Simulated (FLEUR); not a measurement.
# CuO (P4/mmm) in FLEUR: notebook, part 2 of 2

FLEUR MaX-R8.1 (later development tree). The steps go on from the part before.

## 3. Equation of state, r2SCAN, 10.54 Å³/atom (volume scaled by 0.94)

Changes to inp.xml since step 2:

```diff
@@ -6,3 +6,3 @@
    <calculationSetup>
-      <cutoffs Kmax="5.08" Gmax="15.7" GmaxXC="15.7" numbands="0"/>
+      <cutoffs Kmax="5.24" Gmax="16.2" GmaxXC="16.2" numbands="0"/>
       <scfLoop itmax="80" minDistance="0.0001" maxIterBroyd="30" imix="Anderson" alpha="0.05" precondParam="0.0" spinf="2.0" sdNocoIR="T"/>
@@ -27,3 +27,3 @@
       <xi:include xmlns:xi="http://www.w3.org/2001/XInclude" href="sym.xml"> </xi:include>
-      <bulkLattice scale="1.0">
+      <bulkLattice scale="0.9795861087">
          <bravaisMatrix>
@@ -37,3 +37,3 @@
       <species name="Copper (Cu)" element="Cu" atomicNumber="29">
-         <mtSphere radius="1.93" gridPoints="639" logIncrement="0.019"/>
+         <mtSphere radius="1.87" gridPoints="639" logIncrement="0.019"/>
          <atomicCutoffs lmax="8" lnonsphr="8"/>
@@ -52,3 +52,3 @@
       <species name="Oxygen (O)" element="O" atomicNumber="8">
-         <mtSphere radius="1.47" gridPoints="487" logIncrement="0.022"/>
+         <mtSphere radius="1.43" gridPoints="487" logIncrement="0.022"/>
          <atomicCutoffs lmax="8" lnonsphr="8"/>
```

Potentials or basis: all-electron, FLAPW.

The run is started by

```sh
> inpgen -f crystal.txt -profile fastHighL
> # inp.xml edited to the form shown
> fleur_MPI
```

Wall time 13 min (1 thread of Arm Neoverse V2, shared host); peak memory 0.15 GiB.

Results (log left out):

- Free energy: -141262.6932 eV
- Band gap on the k mesh: none (metal or under the smearing width)
- Valence electrons inside the program's atomic spheres: Cu 17.02, 16.98; O 4.63, 4.58 (radii Cu 1.87, O 1.43 bohr)

Caveat: the meta-GGA is that of a development version, with a GGA for the radial functions and cores and without core tails; an odd number of electrons without spin polarisation forces a metal; a magnetic or distorted state may lie lower; the run has no spin polarisation, though such a crystal can be magnetic; semilocal functionals often make such compounds metallic where correlation or magnetic order opens a gap, which also shifts bond lengths.

## 4. Equation of state, r2SCAN, 10.77 Å³/atom (volume scaled by 0.96)

Changes to inp.xml since step 3:

```diff
@@ -27,3 +27,3 @@
       <xi:include xmlns:xi="http://www.w3.org/2001/XInclude" href="sym.xml"> </xi:include>
-      <bulkLattice scale="0.9795861087">
+      <bulkLattice scale="0.9864848297">
          <bravaisMatrix>
```

The run is started by

```sh
> inpgen -f crystal.txt -profile fastHighL
> # inp.xml edited to the form shown
> fleur_MPI
```

Run time: 14 min. Hardware: 1 thread of Arm Neoverse V2, shared host; peak memory 0.16 GiB.

The run converged. Its results:

| Property | Result |
| --- | --- |
| Free energy | -141262.7216 eV |
| Band gap on the k mesh | none (metal or under the smearing width) |
| Valence electrons inside the program's atomic spheres | Cu 17.01, 16.96; O 4.62, 4.57 (radii Cu 1.87, O 1.43 bohr) |

Caveat: the meta-GGA is that of a development version, with a GGA for the radial functions and cores and without core tails; an odd number of electrons without spin polarisation forces a metal; a magnetic or distorted state may lie lower; the run has no spin polarisation, though such a crystal can be magnetic; semilocal functionals often make such compounds metallic where correlation or magnetic order opens a gap, which also shifts bond lengths.

## 5. Equation of state, r2SCAN, 11.22 Å³/atom

Changes to inp.xml since step 4:

```diff
@@ -27,3 +27,3 @@
       <xi:include xmlns:xi="http://www.w3.org/2001/XInclude" href="sym.xml"> </xi:include>
-      <bulkLattice scale="0.9864848297">
+      <bulkLattice scale="1.0000000000">
          <bravaisMatrix>
```

The run is started by

```sh
> inpgen -f crystal.txt -profile fastHighL
> # inp.xml edited to the form shown
> fleur_MPI
```

Run time: 16 min. Hardware: 1 thread of Arm Neoverse V2, shared host; peak memory 0.16 GiB.

Results (log left out):

```
Free energy                                           : -141262.6907 eV
Band gap on the k mesh                                : none (metal or under the smearing width)
Valence electrons inside the program's atomic spheres : Cu 16.99, 16.94; O 4.60, 4.55 (radii Cu 1.87, O 1.43 bohr)
```

Caveat: the meta-GGA is that of a development version, with a GGA for the radial functions and cores and without core tails; an odd number of electrons without spin polarisation forces a metal; a magnetic or distorted state may lie lower; the run has no spin polarisation, though such a crystal can be magnetic; semilocal functionals often make such compounds metallic where correlation or magnetic order opens a gap, which also shifts bond lengths.

## 6. Equation of state, r2SCAN, 11.67 Å³/atom (volume scaled by 1.04)

Changes to inp.xml since step 5:

```diff
@@ -27,3 +27,3 @@
       <xi:include xmlns:xi="http://www.w3.org/2001/XInclude" href="sym.xml"> </xi:include>
-      <bulkLattice scale="1.0000000000">
+      <bulkLattice scale="1.0131594038">
          <bravaisMatrix>
```

Potentials or basis: all-electron, FLAPW.

The run is started by

```sh
> inpgen -f crystal.txt -profile fastHighL
> # inp.xml edited to the form shown
> fleur_MPI
```

Wall time 16 min (1 thread of Arm Neoverse V2, shared host); peak memory 0.16 GiB.

It converged, with:

- Free energy: -141262.5656 eV
- Band gap on the k mesh: none (metal or under the smearing width)
- Valence electrons inside the program's atomic spheres: Cu 16.97, 16.92; O 4.58, 4.53 (radii Cu 1.87, O 1.43 bohr)

Caveat: the meta-GGA is that of a development version, with a GGA for the radial functions and cores and without core tails; an odd number of electrons without spin polarisation forces a metal; a magnetic or distorted state may lie lower; the run has no spin polarisation, though such a crystal can be magnetic; semilocal functionals often make such compounds metallic where correlation or magnetic order opens a gap, which also shifts bond lengths.

## 7. Equation of state, r2SCAN, 11.89 Å³/atom (volume scaled by 1.06)

Changes to inp.xml since step 6:

```diff
@@ -27,3 +27,3 @@
       <xi:include xmlns:xi="http://www.w3.org/2001/XInclude" href="sym.xml"> </xi:include>
-      <bulkLattice scale="1.0131594038">
+      <bulkLattice scale="1.0196128224">
          <bravaisMatrix>
```

The run is started by

```sh
> inpgen -f crystal.txt -profile fastHighL
> # inp.xml edited to the form shown
> fleur_MPI
```

Wall time 18 min (1 thread of Arm Neoverse V2, shared host); peak memory 0.17 GiB.

Results (log left out):

| Property | Result |
| --- | --- |
| Free energy | -141262.4688 eV |
| Band gap on the k mesh | none (metal or under the smearing width) |
| Valence electrons inside the program's atomic spheres | Cu 16.96, 16.91; O 4.57, 4.53 (radii Cu 1.87, O 1.43 bohr) |

Caveat: the meta-GGA is that of a development version, with a GGA for the radial functions and cores and without core tails; an odd number of electrons without spin polarisation forces a metal; a magnetic or distorted state may lie lower; the run has no spin polarisation, though such a crystal can be magnetic; semilocal functionals often make such compounds metallic where correlation or magnetic order opens a gap, which also shifts bond lengths.

## 8. Equation of state, r2SCAN

No new run: the results of the series are fitted here.

Results:

| Property | Result |
| --- | --- |
| Equilibrium volume | 10.87 Å³/atom |
| Bulk modulus at fixed shape and positions | 159 GPa |

Energy against volume, from the lowest point:
```
volume (Å³/atom)  energy (meV/atom)
          10.545               4.73
          10.769               0.00
          11.218               5.14
          11.667              26.00
          11.891              42.14
```

Caveat: the meta-GGA is that of a development version, with a GGA for the radial functions and cores and without core tails; the cell was scaled at fixed shape and fractional positions, which overstates the stiffness of a crystal with free parameters, most of all of layers and chains; the run has no spin polarisation, though such a crystal can be magnetic.
